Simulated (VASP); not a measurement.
# Ni (Fm-3m) in VASP: further runs

Aim: see how the results for Ni move with the level of theory and the settings. Levels: optB86b-vdW, rev-vdW-DF2, optPBE-vdW. Tasks: relaxation of cell and atoms.

All numbers are computed with VASP 6.6.1; they aren't measurements. Logs are shortened: lines on timing, memory, paths and dates and some standing lists are left out, and cuts for length are marked.

### 1 The structure

It takes space group Fm-3m (No. 225, cubic). Conventional cell: a = 3.475 Å, b = 3.475 Å, c = 3.475 Å, α = 90.00°, β = 90.00°, γ = 90.00°. Ni (site symmetry m-3m) is surrounded by 12 Ni at 2.46 Å.

### 2 Relaxation of cell and atoms, optB86b-vdW, collinear spin, ferromagnetic start

INCAR reads:

```
PREC = Accurate
ENCUT = 600
EDIFF = 1E-7
ISMEAR = -1
SIGMA = 0.05
LREAL = F
LASPH = T
NELM = 120
ALGO = Normal
ISIF = 3
LWAVE = F
LCHARG = F
ISPIN = 2
MAGMOM = 1
LORBIT = 11
LMAXMIX = 4
GGA = MK
LUSE_VDW = T
AGGAC = 0.0
PARAM1 = 0.1234
PARAM2 = 1.0
IBRION = 2
NSW = 40
EDIFFG = -0.02
```

KPOINTS reads:

```
regular mesh
0
Gamma
  13 13 13
```

POSCAR reads:

```
Ni
1.0
    0.0000000000      1.7375729330      1.7375729330
    1.7375729330      0.0000000000      1.7375729330
    1.7375729330      1.7375729330      0.0000000000
Ni
1
Direct
    0.0000000000      0.0000000000      0.0000000000
```

Potentials or basis: VASP PAW PBE potentials, release 64 (Ni).

The run is started by

```console
$ cat potpaw_PBE.64/Ni/POTCAR > POTCAR
$ mpirun -np 1 vasp_std > vasp.out
```

OUTCAR:

```text
PREC = Accurate
   ENCUT = 600
   EDIFF = 1E-7
   ISMEAR = -1
   LREAL = F
   LASPH = T
   NELM = 120
   ISIF = 3
   ISPIN = 2
   LORBIT = 11
   GGA = MK
   IBRION = 2
   NSW = 40
   EDIFFG = -0.02

 ion  position               nearest neighbor table
   1  0.000  0.000  0.000-

  LATTYP: Found a face centered cubic cell.
 ALAT       =     3.4751458660

  Lattice vectors:

 A1 = (   0.0000000000,   1.7375729330,   1.7375729330)
 A2 = (   1.7375729330,   0.0000000000,   1.7375729330)
 A3 = (   1.7375729330,   1.7375729330,   0.0000000000)

Analysis of symmetry for initial positions (statically):
=====================================================================
 Subroutine PRICEL returns:
 Original cell was already a primitive cell.

 Routine SETGRP: Setting up the symmetry group for a
 face centered cubic supercell.

 Subroutine GETGRP returns: Found 48 space group operations
 (whereof 48 operations were pure point group operations)
 out of a pool of 48 trial point group operations.

The static configuration has the point symmetry O_h .

Analysis of symmetry for dynamics (positions and initial velocities):
=====================================================================
 Subroutine PRICEL returns:
 Original cell was already a primitive cell.

 Routine SETGRP: Setting up the symmetry group for a
 face centered cubic supercell.

 Subroutine GETGRP returns: Found 48 space group operations
 (whereof 48 operations were pure point group operations)
 out of a pool of 48 trial point group operations.

The dynamic configuration has the point symmetry O_h .

Analysis of structural, dynamic, and magnetic symmetry:
=====================================================================
 Subroutine PRICEL returns:
 Original cell was already a primitive cell.

 Routine SETGRP: Setting up the symmetry group for a
 face centered cubic supercell.

 Subroutine GETGRP returns: Found 48 space group operations
 (whereof 48 operations were pure point group operations)
 out of a pool of 48 trial point group operations.

The overall configuration has the point symmetry O_h .

 Subroutine INISYM returns: Found 48 space group operations
 (whereof 48 operations are pure point group operations),
 and found     1 'primitive' translations

----------------------------------------------------------------------------------------

                                     Primitive cell

  volume of cell :      10.4920

  direct lattice vectors                    reciprocal lattice vectors
     0.000000000  1.737572933  1.737572933    -0.287757705  0.287757705  0.287757705
     1.737572933  0.000000000  1.737572933     0.287757705 -0.287757705  0.287757705
     1.737572933  1.737572933  0.000000000     0.287757705  0.287757705 -0.287757705

  length of vectors
     2.457299207  2.457299207  2.457299207     0.498410966  0.498410966  0.498410966

  position of ions in fractional coordinates (direct lattice)
     0.000000000  0.000000000  0.000000000

  ion indices of the primitive-cell ions
   primitive index   ion index
                 1           1

----------------------------------------------------------------------------------------

 KPOINTS: regular mesh

Automatic generation of k-mesh.
 Grid dimensions read from file:
 generate k-points for:   13   13   13

 Generating k-lattice:

  Cartesian coordinates                     Fractional coordinates (reciprocal lattice)
    -0.022135208  0.022135208  0.022135208     0.076923077  0.000000000  0.000000000
     0.022135208 -0.022135208  0.022135208     0.000000000  0.076923077  0.000000000
     0.022135208  0.022135208 -0.022135208     0.000000000  0.000000000  0.076923077

  Length of vectors
     0.038339305  0.038339305  0.038339305

  Shift w.r.t. Gamma in fractional coordinates (k-lattice)
     0.000000000  0.000000000  0.000000000

 Subroutine IBZKPT returns following result:
 ===========================================

 Found     84 irreducible k-points:

 Following reciprocal coordinates:
            Coordinates               Weight
  0.000000  0.000000  0.000000      1.000000
  0.076923  0.000000  0.000000      8.000000
  0.153846  0.000000  0.000000      8.000000
  0.230769  0.000000  0.000000      8.000000
  0.307692  0.000000  0.000000      8.000000
  0.384615  0.000000  0.000000      8.000000
[... 16 lines left out ...]
  0.384615  0.153846  0.000000     24.000000
  0.461538  0.153846  0.000000     24.000000
 [... further k-points ...]
   k-points           NKPTS =     84   k-points in BZ     NKDIM =     84   number of bands    NBANDS=     10
   number of dos      NEDOS =    301   number of ions     NIONS =      1
   total plane-waves  NPLWV =   8000
   dimension x,y,z NGX =    20 NGY =   20 NGZ =   20
   dimension x,y,z NGXF=    40 NGYF=   40 NGZF=   40
   ions per type =               1
   NGX,Y,Z   is equivalent  to a cutoff of  13.53, 13.53, 13.53 a.u.
   NGXF,Y,Z  is equivalent  to a cutoff of  27.06, 27.06, 27.06 a.u.
 SYSTEM =  unknown system
   PREC   = accura    normal or accurate (medium, high low for compatibility)
   ISTART =      0    job   : 0-new  1-cont  2-samecut
   ICHARG =      2    charge: 1-file 2-atom 10-const
   ISPIN  =      2    spin polarized calculation?
   LNONCOLLINEAR =      F non collinear calculations
   LSORBIT =      F    spin-orbit coupling
   LASPH  =      T    aspherical Exc in radial PAW
   ENCUT  =  600.0 eV  44.10 Ry    6.64 a.u.   4.91  4.91  4.91*2*pi/ulx,y,z
   NELM   =    120;   NELMIN=  2; NELMDL= -5     # of ELM steps
   EDIFF  = 0.1E-06   stopping-criterion for ELM
   LREAL  =      F    real-space projection
   EDIFFG = -.2E-01   stopping-criterion for IOM
   NSW    =     40    number of steps for IOM
   IBRION =      2    ionic relax: 0-MD 1-quasi-New 2-CG
   NFREE  =      1    steps in history (QN), initial steepest desc. (CG)
   ISIF   =      3    stress and relaxation
   ISYM   =      2    0-nonsym 1-usesym 2-fastsym
   POTIM  = 0.5000    time-step for ionic-motion
   TEBEG  =    0.0;   TEEND  =   0.0 temperature during run
   PSTRESS=    0.0 pullay stress
   NELECT =      10.0000    total number of electrons
   NUPDOWN=      -1.0000    fix difference up-down
   EMIN   =  10.00;   EMAX   =-10.00  energy-range for DOS
   EFERMI =   0.00;   METHOD = LEGACY
   ISMEAR =    -1;   SIGMA  =   0.05  broadening in eV -4-tet -1-fermi 0-gaus
   EFERMI_NEDOS =   21; number of points for ismear=-14 and -15
   IALGO  =     38    algorithm
   IMIX   =      4    mixing-type and parameters
     AMIX     =   0.40;   BMIX     =  1.00
     AMIX_MAG =   1.60;   BMIX_MAG =  1.00
  volume/ion in A,a.u.               =      10.49        70.80
  Fermi-wavevector in a.u.,A,eV,Ry     =   1.611097  3.044533 35.315755  2.595635
  Thomas-Fermi vector in A             =   2.706542
   LORBIT       =     11    0 simple, 1 ext, 2 COOP (PROOUT), +10 PAW based schemes
   GGA     = MK    functional components
   LHFCALC =     F    Hartree Fock is set to
   AEXX    =    0.0000 exact exchange contribution
   IVDW_NL    =     1    kernel type
   BPARAM     = 6.3000
   IVDW    =     0    specifies the selected vdW correction
   LEPSILON=     F    determine dielectric tensor
   LRPA    =     F    only Hartree local field effects (RPA)
 conjugate gradient relaxation of ions
 spin polarized calculation
  energy-cutoff  :      600.00
  volume of cell :       10.49
 maximum number of plane-waves:       365
   NGX =  9   NGY =  9   NGZ =  9

--------------------------------------- Ionic step        1  -------------------------------------------

 number of electron      10.0000000 magnetization       1.0000000

 number of electron       9.9999999 magnetization       0.6186031

 Free energy of the ion-electron system (eV)
  ---------------------------------------------------
  ext. energy  EPLUGINS =         0.00000000
  ---------------------------------------------------
  free energy    TOTEN  =        -2.90214968 eV

  energy without entropy =       -2.88929122  energy(sigma->0) =       -2.89572045

------------------------ aborting loop because EDIFF is reached ----------------------------------------

  FORCE on cell =-STRESS in cart. coord.  units (eV):
  Direction    XX          YY          ZZ          XY          YZ          ZX
  --------------------------------------------------------------------------------------
  -------------------------------------------------------------------------------------
  Total        0.1578103      0.1578103      0.1578103      0.0000000      0.0000000      0.0000000
  in kB       24.0983197     24.0983197     24.0983197      0.0000000      0.0000000      0.0000000
  external PRESSURE =      24.0983197 kB  Pullay stress =       0.0000000 kB
[... 59 lines left out ...]
Total vdW correction in eV:      1.7815589

--------------------------------------- Ionic step        3  -------------------------------------------

 number of electron      10.0000003 magnetization       0.6191979

 Free energy of the ion-electron system (eV)
  ---------------------------------------------------
  ext. energy  EPLUGINS =         0.00000000
  ---------------------------------------------------
  free energy    TOTEN  =        -2.90301375 eV

  energy without entropy =       -2.88995957  energy(sigma->0) =       -2.89648666

 E-fermi :   9.5853     XC(G=0): -13.4879

 val. band max:        9.5801970051   @ k =   0.3846   0.0769   0.0000
 cond. band min:       9.5886680863   @ k =  -0.4615   0.4615   0.0000
 fundamental gap:      0.0084710813
 Fermi energy:         9.5853014791

 spin component 1

 k-point     1 :       0.0000    0.0000    0.0000
  band No.  band energies     occupation
      1       0.4295      1.00000
      2       7.1219      1.00000
      3       7.1219      1.00000
      4       7.1219      1.00000
      5       8.3166      1.00000
      6       8.3166      1.00000
      7      33.6424      0.00000
      8      37.5881      0.00000
      9      37.5881      0.00000
     10      37.5881      0.00000
[... 287 lines left out ...]
 k-point    24 :       0.4615    0.1538    0.0000
  band No.  band energies     occupation
      1       4.9985      1.00000
      2       6.7046      1.00000
      3       7.1488      1.00000
      4       7.5318      1.00000
      5       9.0433      0.99998
      6      10.4807      0.00000
      7      17.6780      0.00000
      8      28.7283      0.00000
      9      30.3919      0.00000
     10      32.5868      0.00000

 [... further k-points ...]

 spin component 2

 k-point     1 :       0.0000    0.0000    0.0000
  band No.  band energies     occupation
      1       0.4164      1.00000
      2       7.8236      1.00000
      3       7.8236      1.00000
      4       7.8236      1.00000
      5       8.8967      1.00000
      6       8.8967      1.00000
      7      33.5325      0.00000
      8      37.5834      0.00000
      9      37.5834      0.00000
     10      37.5834      0.00000
[... 327 lines left out ...]
  FREE ENERGIE OF THE ION-ELECTRON SYSTEM (eV)
  ---------------------------------------------------
  free  energy   TOTEN  =        -2.9030137550 eV

  energy  without entropy=       -2.8899595708  energy(sigma->0) =       -2.89648666

Total vdW correction in eV:      1.7730841

 reached required accuracy - stopping structural energy minimisation

 total charge

# of ion       s       p       d       tot
------------------------------------------
    1        0.510   0.518   8.341   9.369

 magnetization (x)

# of ion       s       p       d       tot
------------------------------------------
    1       -0.006  -0.022   0.653   0.625
```

Run time: 80 s. Hardware: 1 thread of Intel Xeon Platinum 8259CL at 2.50GHz (Skylake/Cascade Lake), shared host; peak memory 0.25 GiB.

What came out:

```yaml
Free_energy: -2.9030 eV
Relaxed_volume: 10.61 Å³/atom
Relaxed_cell: a = 2.466 Å, b = 2.466 Å, c = 2.466 Å, α = 60.00°, β = 60.00°, γ = 60.00°
Space_group_after_relaxing_to_0.05_Å: Fm-3m (No. 225)
Energy_gained_by_relaxing: 0.9 meV/atom
Ionic_steps: 3
Pressure_after_relaxing: 0.0 GPa
Band_gap_on_the_k_mesh: none (metal or under the smearing width)
Net_moment: 0.62 μB per cell
Site_moments: Ni +0.62 μB
Valence_electrons_inside_the_program's_atomic_spheres: Ni 9.37
```

The path:
```tsv
step	energy change (eV)	largest force (eV/Å)	pressure (GPa)	volume (Å³)
1	0.0000	0.0000	2.41	10.49
2	0.0001	0.0000	-2.40	10.73
3	-0.0009	0.0000	0.01	10.61
```

Final structure:
```yaml
crystal:
  lattice:
    - [0.00000, 1.74397, 1.74397]
    - [1.74397, 0.00000, 1.74397]
    - [1.74397, 1.74397, 0.00000]
  atoms:
    - { symbol: Ni, position: [0.00000, 0.00000, 0.00000] }
```

Levels at points of the mesh, in eV from the Fermi level:
Spin up:
```csv
k point,band 1,band 2,band 3,band 4,band 5,band 6,band 7,band 8,band 9,band 10
"(0.00, 0.00, 0.00)",-9.16,-2.46,-2.46,-2.46,-1.27,-1.27,24.06,28.00,28.00,28.00
```
Spin down:
| k point | band 2 | band 3 | band 4 | band 5 | band 6 | band 7 | band 8 | band 9 |
| --- | --- | --- | --- | --- | --- | --- | --- | --- |
| (0.00, 0.00, 0.00) | -1.76 | -1.76 | -1.76 | -0.69 | -0.69 | 23.95 | 28.00 | 28.00 |

Caveat: the PAW data sets were made with another functional, which shifts forces and pressure a little.

(Continued in part 2 of 2.)
